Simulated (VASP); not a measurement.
# Na in VASP: notebook

Runs on Na. Level: PBE. Tasks: single point.

All numbers are computed with VASP 6.6.1; they aren't measurements. Logs are shortened: lines on timing, memory, paths and dates and some standing lists are left out, and cuts for length are marked.

### 1 The cell of the first run

The cell holds a slab with vacuum, 8 atoms: a = 7.267 Å, b = 7.267 Å, c = 20.967 Å, α = 90.00°, β = 90.00°, γ = 109.47°.

The slab is cut from a database's or a generator's crystal, which needn't be the stable form of the element.

### 2 Single point, PBE (the clean substrate in the cell of the map)

Input file INCAR:

```
ALGO = Fast
DIPOL = 0.5 0.5 0.262
EDIFF = 1E-7
ENCUT = 520
GGA = PE
IDIPOL = 3
ISIF = 2
ISMEAR = 0
LASPH = True
LCHARG = False
LDIPOL = True
LREAL = False
LWAVE = False
NBANDS = 38
NELM = 100
PREC = Accurate
SIGMA = 0.1
```

Input file KPOINTS:

```
k-points
0
Gamma
  4 4 1
```

Input file POSCAR:

```
Na
1.0
    7.2665057608      0.0000000000      0.0000000000
   -2.4221685869      6.8509273320      0.0000000000
    0.0000000000      0.0000000000     20.9665385532
Na
8
Direct
    0.2500000000      0.2500000000      0.1907801800
    0.2500000000      0.7500000000      0.1907801800
    0.7500000000      0.2500000000      0.1907801800
    0.7500000000      0.7500000000      0.1907801800
    0.0000000000      0.0000000000      0.3322693699
    0.0000000000      0.5000000000      0.3322693699
    0.5000000000      0.0000000000      0.3322693699
    0.5000000000      0.5000000000      0.3322693699
```

Potentials or basis: VASP PAW PBE potentials, release 64 (Na_pv).

The run is started by

```
cat potpaw_PBE.64/Na_pv/POTCAR > POTCAR
mpirun -np 1 vasp_std > vasp.out
```

OUTCAR:

```text
EDIFF = 1E-7
   ENCUT = 520
   GGA = PE
   ISIF = 2
   ISMEAR = 0
   LASPH = True
   LREAL = False
   NELM = 100
   PREC = Accurate

 ion  position               nearest neighbor table
   1  0.250  0.250  0.191-
   2  0.250  0.750  0.191-
   3  0.750  0.250  0.191-
   4  0.750  0.750  0.191-
   5  0.000  0.000  0.332-
   6  0.000  0.500  0.332-
   7  0.500  0.000  0.332-
   8  0.500  0.500  0.332-
[... 8 lines left out ...]
 A1 = (   7.2665057608,   0.0000000000,   0.0000000000)
 A2 = (  -2.4221685869,   6.8509273320,   0.0000000000)
 A3 = (   0.0000000000,   0.0000000000,  20.9665385532)

Analysis of symmetry for initial positions (statically):
=====================================================================
 Subroutine PRICEL returns following result:

  LATTYP: Found a base centered orthorhombic cell.
 ALAT       =     4.1953190571
 B/A-ratio  =     1.4142135624
 C/A-ratio  =     4.9976028683

  Lattice vectors:

 A1 = (   3.6332528804,   0.0000000000,   0.0000000000)
 A2 = (  -1.2110842934,   3.4254636660,   0.0000000000)
 A3 = (   0.0000000000,   0.0000000000,  20.9665385532)

   4 primitive cells build up your supercell.

 Routine SETGRP: Setting up the symmetry group for a
 base centered orthorhombic supercell.

 Subroutine GETGRP returns: Found  8 space group operations
 (whereof  4 operations were pure point group operations)
 out of a pool of  8 trial point group operations.

The static configuration has the point symmetry C_2v.
 The point group associated with its full space group is D_2h.

Analysis of symmetry for dynamics (positions and initial velocities):
=====================================================================
 Subroutine PRICEL returns following result:

  LATTYP: Found a base centered orthorhombic cell.
 ALAT       =     4.1953190571
 B/A-ratio  =     1.4142135624
 C/A-ratio  =     4.9976028683

  Lattice vectors:

 A1 = (   3.6332528804,   0.0000000000,   0.0000000000)
 A2 = (  -1.2110842934,   3.4254636660,   0.0000000000)
 A3 = (   0.0000000000,   0.0000000000,  20.9665385532)

   4 primitive cells build up your supercell.

 Routine SETGRP: Setting up the symmetry group for a
 base centered orthorhombic supercell.

 Subroutine GETGRP returns: Found  8 space group operations
 (whereof  4 operations were pure point group operations)
 out of a pool of  8 trial point group operations.

The dynamic configuration has the point symmetry C_2v.
[... 94 lines left out ...]
   NUPDOWN=      -1.0000    fix difference up-down
   EMIN   =  10.00;   EMAX   =-10.00  energy-range for DOS
   EFERMI =   0.00;   METHOD = LEGACY
   ISMEAR =     0;   SIGMA  =   0.10  broadening in eV -4-tet -1-fermi 0-gaus
   EFERMI_NEDOS =   21; number of points for ismear=-14 and -15
   IALGO  =     68    algorithm
   IMIX   =      4    mixing-type and parameters
     AMIX     =   0.40;   BMIX     =  1.00
     AMIX_MAG =   1.60;   BMIX_MAG =  1.00
  volume/ion in A,a.u.               =     130.47       880.46
  Fermi-wavevector in a.u.,A,eV,Ry     =   0.617453  1.166816  5.187189  0.381248
  Thomas-Fermi vector in A             =   1.675543
   LORBIT       =      0    0 simple, 1 ext, 2 COOP (PROOUT), +10 PAW based schemes
   GGA     = PE    functional components
   LHFCALC =     F    Hartree Fock is set to
   AEXX    =    0.0000 exact exchange contribution
   IVDW    =     0    specifies the selected vdW correction
   LEPSILON=     F    determine dielectric tensor
   LRPA    =     F    only Hartree local field effects (RPA)
 non-spin polarized calculation
 RMM-DIIS sequential band-by-band and
 Gauss-broadening in eV      SIGMA  =   0.10
  energy-cutoff  :      520.00
  volume of cell :     1043.76
 maximum number of plane-waves:     28122
   NGX = 27   NGY = 27   NGZ = 77

 dipolmoment           0.000000      0.000000      0.000051 electrons x Angstroem

 number of electron      55.9999950 magnetization

 dipolmoment           0.000000      0.000000     -0.000005 electrons x Angstroem

 Free energy of the ion-electron system (eV)
  ---------------------------------------------------
  ext. energy  EPLUGINS =         0.00000000
  ---------------------------------------------------
  free energy    TOTEN  =        -9.21799479 eV

  energy without entropy =       -9.19096821  energy(sigma->0) =       -9.20448150

 E-fermi :  -1.8811     XC(G=0):  -2.5557

 val. band max:       -2.0000120916   @ k =   0.5000   0.5000   0.0000
 cond. band min:      -1.8461861049   @ k =   0.2500   0.0000   0.0000
 fundamental gap:      0.1538259867
 Fermi energy:        -1.8811363286

 k-point     1 :       0.0000    0.0000    0.0000
  band No.  band energies     occupation
      1     -27.1093      2.00000
      2     -27.1068      2.00000
      3     -27.1045      2.00000
      4     -27.1045      2.00000
      5     -27.1045      2.00000
      6     -27.1045      2.00000
[... 276 lines left out ...]
     37       1.2304      0.00000
     38       1.2304      0.00000

------------------------ aborting loop because EDIFF is reached ----------------------------------------

 vacuum level on the upper side and lower side of the slab       (xc-potential included)        -0.041        -0.038

  FORCE on cell =-STRESS in cart. coord.  units (eV):
  Direction    XX          YY          ZZ          XY          YZ          ZX
  --------------------------------------------------------------------------------------
  -------------------------------------------------------------------------------------
  Total       -0.8672108     -1.1279170      0.0827107     -0.3686943      0.0000000      0.0000000
  in kB       -1.3311700     -1.7313546      0.1269611     -0.5659464      0.0000000      0.0000000
  external PRESSURE =      -0.9785212 kB  Pullay stress =       0.0000000 kB

 VOLUME and BASIS-vectors are now :
 -----------------------------------------------------------------------------
  energy-cutoff  :      520.00
  volume of cell :     1043.76
      direct lattice vectors                 reciprocal lattice vectors
     7.266505761  0.000000000  0.000000000     0.137617726  0.048655214  0.000000000
    -2.422168587  6.850927332  0.000000000     0.000000000  0.145965641  0.000000000
     0.000000000  0.000000000 20.966538553     0.000000000  0.000000000  0.047695045

 POSITION                                       TOTAL-FORCE (eV/Angst)
 -----------------------------------------------------------------------------------
      1.21108      1.71273      4.00000        -0.000000     -0.000000     -0.008561
      0.00000      5.13820      4.00000        -0.000000     -0.000000     -0.008561
      4.84434      1.71273      4.00000        -0.000000      0.000000     -0.008561
      3.63325      5.13820      4.00000        -0.000000     -0.000000     -0.008561
      0.00000      0.00000      6.96654         0.000000      0.000000      0.008561
     -1.21108      3.42546      6.96654         0.000000     -0.000000      0.008561
      3.63325      0.00000      6.96654         0.000000      0.000000      0.008561
      2.42217      3.42546      6.96654         0.000000     -0.000000      0.008561
 -----------------------------------------------------------------------------------
    total drift:                               -0.000000     -0.000000     -0.000033

  FREE ENERGIE OF THE ION-ELECTRON SYSTEM (eV)
  ---------------------------------------------------
  free  energy   TOTEN  =        -9.2179947917 eV

  energy  without entropy=       -9.1909682094  energy(sigma->0) =       -9.20448150

 vacuum level on the upper side and lower side of the slab         0.987         0.991
```

OSZICAR:

```text
N       E                     dE             d eps       ncg     rms          rms(c)
DAV:   1     0.348956409819E+03    0.34896E+03   -0.26181E+04   724   0.105E+03
DAV:   2     0.608152062869E+01   -0.34287E+03   -0.34103E+03   600   0.340E+02
DAV:   3    -0.919934297615E+01   -0.15281E+02   -0.15197E+02   600   0.848E+01
[... 14 lines left out ...]
RMM:  18    -0.921798821298E+01   -0.10018E-04   -0.42867E-07   447   0.425E-03    0.674E-04
RMM:  19    -0.921799417291E+01   -0.59599E-05   -0.54517E-07   435   0.245E-03    0.258E-04
RMM:  20    -0.921799463871E+01   -0.46580E-06   -0.93737E-08   389   0.197E-03    0.944E-05
RMM:  21    -0.921799475417E+01   -0.11546E-06   -0.20798E-08   330   0.101E-03    0.676E-05
RMM:  22    -0.921799479169E+01   -0.37518E-07   -0.96366E-09   335   0.804E-04
   1 F= -.92179948E+01 E0= -.92044815E+01  d E =-.270266E-01
```

Wall time 5.8 min (1 thread of Intel Xeon 6975P-C (Granite Rapids), shared host); peak memory 0.94 GiB.

What came out:

| Property | Result |
| --- | --- |
| Free energy | -9.2180 eV |
| Largest force | 0.009 eV/Å |
| Band gap on the k mesh | none (metal or under the smearing width) |

Forces on the atoms (eV/Å):
```
Na   0.000  0.000 -0.009
Na   0.000  0.000 -0.009
Na   0.000  0.000 -0.009
Na   0.000  0.000 -0.009
Na   0.000  0.000  0.009
Na   0.000  0.000  0.009
Na   0.000  0.000  0.009
Na   0.000  0.000  0.009
```

### 3 Single point, PBE (clean slab, lower half held)

Input file INCAR:

```
SYSTEM = Na
PREC = Accurate ; ENCUT = 520
EDIFF = 1E-6 ; ISMEAR = 0
SIGMA = 0.1 ; LREAL = .False.
LASPH = .True. ; NELM = 100
ALGO = Normal ; ISIF = 2
LWAVE = .False. ; LCHARG = .False.
LDIPOL = .True. ; IDIPOL = 3
DIPOL = 0.5 0.5 0.500 ; GGA = PE
NBANDS = 14
```

Input file KPOINTS:

```
regular mesh
0
Gamma
  8 8 1
  0 0 0
```

Input file POSCAR:

```
Na
1.0
    3.6332528804      0.0000000000      0.0000000000
   -1.2110842935      3.4254636660      0.0000000000
    0.0000000000      0.0000000000     16.9665385545
Na
2
Direct
    0.5000000000      0.5000000000      0.4125767892
    0.0000000000      0.0000000000      0.5874232108
```

Potentials or basis: VASP PAW PBE potentials, release 64 (Na_pv).

The run is started by

```
cat potpaw_PBE.64/Na_pv/POTCAR > POTCAR
mpirun -np 1 vasp_std > vasp.out
```

OUTCAR:

```text
SYSTEM = Na
   PREC = Accurate
   ENCUT = 520
   EDIFF = 1E-6
   ISMEAR = 0
   LREAL = .False.
   LASPH = .True.
   NELM = 100
   ISIF = 2
   GGA = PE

 ion  position               nearest neighbor table
   1  0.500  0.500  0.413-
   2  0.000  0.000  0.587-

  LATTYP: Found a base centered orthorhombic cell.
 ALAT       =     4.1953190571
 B/A-ratio  =     1.4142135624
 C/A-ratio  =     4.0441592937

  Lattice vectors:

 A1 = (   3.6332528804,   0.0000000000,   0.0000000000)
 A2 = (  -1.2110842935,   3.4254636660,   0.0000000000)
 A3 = (   0.0000000000,   0.0000000000,  16.9665385545)

Analysis of symmetry for initial positions (statically):
=====================================================================
 Subroutine PRICEL returns:
 Original cell was already a primitive cell.

 Routine SETGRP: Setting up the symmetry group for a
 base centered orthorhombic supercell.

 Subroutine GETGRP returns: Found  8 space group operations
 (whereof  4 operations were pure point group operations)
 out of a pool of  8 trial point group operations.

[... 183 lines left out ...]
     10       0.7389      0.00000
     11       1.0842      0.00000
     12       3.0432      0.00000
     13       3.1455      0.00000
     14       6.4662      0.00000
[... 326 lines left out ...]
      1     -26.8643      2.00000
      2     -26.8595      2.00000
      3     -26.8594      2.00000
      4     -26.8487      2.00000
      5     -26.8467      2.00000
      6     -26.8419      2.00000
      7      -0.4913      0.00000
      8       0.0623      0.00000
      9       1.0719      0.00000
     10       1.6336      0.00000
     11       3.0323      0.00000
     12       3.2158      0.00000
     13       3.6653      0.00000
     14       3.9702      0.00000

------------------------ aborting loop because EDIFF is reached ----------------------------------------

 vacuum level on the upper side and lower side of the slab       (xc-potential included)        -0.178        -0.178

  FORCE on cell =-STRESS in cart. coord.  units (eV):
  Direction    XX          YY          ZZ          XY          YZ          ZX
  --------------------------------------------------------------------------------------
  -------------------------------------------------------------------------------------
  Total       -0.2174951     -0.2835160      0.0244468     -0.0933676      0.0000000      0.0000000
  in kB       -1.6502579     -2.1511953      0.1854918     -0.7084324      0.0000000      0.0000000
  external PRESSURE =      -1.2053205 kB  Pullay stress =       0.0000000 kB

 VOLUME and BASIS-vectors are now :
 -----------------------------------------------------------------------------
  energy-cutoff  :      520.00
  volume of cell :      211.16
      direct lattice vectors                 reciprocal lattice vectors
     3.633252880  0.000000000  0.000000000     0.275235452  0.097310427  0.000000000
    -1.211084293  3.425463666  0.000000000     0.000000000  0.291931282  0.000000000
     0.000000000  0.000000000 16.966538555     0.000000000  0.000000000  0.058939541

 POSITION                                       TOTAL-FORCE (eV/Angst)
 -----------------------------------------------------------------------------------
      1.21108      1.71273      7.00000         0.000000      0.000000     -0.008852
      0.00000      0.00000      9.96654        -0.000000      0.000000      0.008852
 -----------------------------------------------------------------------------------
    total drift:                                0.000000     -0.000000      0.000000

  FREE ENERGIE OF THE ION-ELECTRON SYSTEM (eV)
  ---------------------------------------------------
  free  energy   TOTEN  =        -2.3045116786 eV

  energy  without entropy=       -2.2977549745  energy(sigma->0) =       -2.30113333

 vacuum level on the upper side and lower side of the slab         1.115         1.115
```

It took 42 s on 1 thread of Intel Xeon 6975P-C (Granite Rapids), shared host; peak memory 0.3 GiB.

Results:

- Free energy: -2.3045 eV
- Largest force: 0.009 eV/Å
- Band gap on the k mesh: none (metal or under the smearing width)

Forces in eV/Å, atoms in the order of the input:
```
Na   0.000  0.000 -0.009
Na   0.000  0.000  0.009
```

### 4 Single point, PBE (clean slab, lower half held)

Input file INCAR:

```
ALGO     = Normal         # electronic algorithm
DIPOL    = 0.5 0.5 0.500
EDIFF    = 1E-6           # SCF threshold, eV
ENCUT    = 520            # plane-wave cutoff, eV
GGA      = PE             # functional
IDIPOL   = 3            
ISIF     = 2              # what is computed and relaxed
ISMEAR   = 0              # smearing method
LASPH    = T              # aspherical terms in the spheres
LCHARG   = F              # write CHGCAR
LDIPOL   = T            
LREAL    = F              # projectors in reciprocal space
LWAVE    = F              # write WAVECAR
NBANDS   = 18             # bands
NELM     = 100            # most SCF steps
PREC     = Accurate       # precision mode
SIGMA    = 0.1            # smearing width, eV
```

Input file KPOINTS:

```
k-points
0
Gamma
  7 7 1
```

Input file POSCAR:

```
Na
1.0
    4.1953190571      0.0000000000      0.0000000000
    0.0000000000      4.1953190571      0.0000000000
    0.0000000000      0.0000000000     18.1953190571
Na
3
Direct
    0.5000000000      0.5000000000      0.3847143311
    0.0000000000      0.0000000000      0.5000000000
    0.5000000000      0.5000000000      0.6152856689
```

The run is started by

```
cat potpaw_PBE.64/Na_pv/POTCAR > POTCAR
mpirun -np 1 vasp_std > vasp.out
```

Wall time 52 s (1 thread of Intel Xeon Platinum 8488C (Sapphire Rapids), shared host); peak memory 0.36 GiB.

Results (log left out):

```yaml
Free_energy: -3.4487 eV
Largest_force: 0.006 eV/Å
Band_gap_on_the_k_mesh: none (metal or under the smearing width)
```

Forces on the atoms (eV/Å):
```
Na   0.000  0.000 -0.006
Na   0.000  0.000  0.000
Na   0.000  0.000  0.006
```

Levels at points of the mesh, in eV from the Fermi level:
```
           k point  band 7  band 8  band 9  band 10  band 11  band 12  band 13  band 14  band 15  band 16
(0.00, 0.00, 0.00)  -25.05  -25.05  -25.05    -2.88    -1.44     0.23     1.67     2.27     3.77     3.95
```

### 5 Single point, PBE (the clean substrate in the cell of the map)

Input file INCAR:

```
SYSTEM = Na
PREC = Accurate
ENCUT = 520
EDIFF = 1E-6
ISMEAR = 0
SIGMA = 0.1
LREAL = .FALSE.
LASPH = .TRUE.
NELM = 100
ALGO = Fast
ISIF = 2
LWAVE = .FALSE.
LCHARG = .FALSE.
LDIPOL = .TRUE.
IDIPOL = 3
DIPOL = 0.5 0.5 0.273
GGA = PE
NBANDS = 54
```

Input file KPOINTS:

```
Automatic mesh
0
G
  3 3 1
  0 0 0
```

Input file POSCAR:

```
Na
1.0
    8.3906381142      0.0000000000      0.0000000000
    0.0000000000      8.3906381142      0.0000000000
    0.0000000000      0.0000000000     22.3453190567
Na
12
Direct
    0.2500000000      0.2500000000      0.1790084084
    0.2500000000      0.7500000000      0.1790084084
    0.7500000000      0.2500000000      0.1790084084
    0.7500000000      0.7500000000      0.1790084084
    0.0000000000      0.0000000000      0.2728830818
    0.0000000000      0.5000000000      0.2728830818
    0.5000000000      0.0000000000      0.2728830818
    0.5000000000      0.5000000000      0.2728830818
    0.2500000000      0.2500000000      0.3667577552
    0.2500000000      0.7500000000      0.3667577552
    0.7500000000      0.2500000000      0.3667577552
    0.7500000000      0.7500000000      0.3667577552
```

The run is started by

```
cat potpaw_PBE.64/Na_pv/POTCAR > POTCAR
mpirun -np 1 vasp_std > vasp.out
```

It took 7.4 min on 1 thread of Intel Xeon Platinum 8488C (Sapphire Rapids), shared host; peak memory 1.3 GiB.

It converged, with:

```yaml
Free_energy: -13.8737 eV
Largest_force: 0.011 eV/Å
Band_gap_on_the_k_mesh: none (metal or under the smearing width)
```

Forces in eV/Å, atoms in the order of the input:
```
Na   0.000  0.000  0.011
Na   0.000  0.000  0.011
Na   0.000  0.000  0.011
Na   0.000  0.000  0.011
Na   0.000  0.000  0.000
Na   0.000  0.000  0.000
Na   0.000  0.000  0.000
Na   0.000  0.000  0.000
Na   0.000  0.000 -0.011
Na   0.000  0.000 -0.011
Na   0.000  0.000 -0.011
Na   0.000  0.000 -0.011
```

Levels at points of the mesh, in eV from the Fermi level:
```tsv
k point	band 38	band 39	band 40	band 41	band 42	band 43	band 44	band 45	band 46	band 47
(0.00, 0.00, 0.00)	-1.19	-0.53	-0.53	-0.39	-0.39	0.48	0.91	0.91	0.96	0.96
```

### 6 The runs side by side

```tsv
cell	k mesh	gap on the mesh (eV)	largest force (eV/Å)
the clean substrate in the cell of the map	4 × 4 × 1	none	0.01
clean slab, lower half held	8 × 8 × 1	none	0.01
clean slab, lower half held	7 × 7 × 1	none	0.01
the clean substrate in the cell of the map	3 × 3 × 1	none	0.01
```

Alike in all rows: task single point; level PBE; potentials or basis VASP PAW PBE potentials, release 64 (Na_pv); no spin polarisation; cutoff (eV) 520; smearing gaussian 0.1 eV.

Total energies depend on the potentials used, so only differences within one code and one set of settings carry meaning.
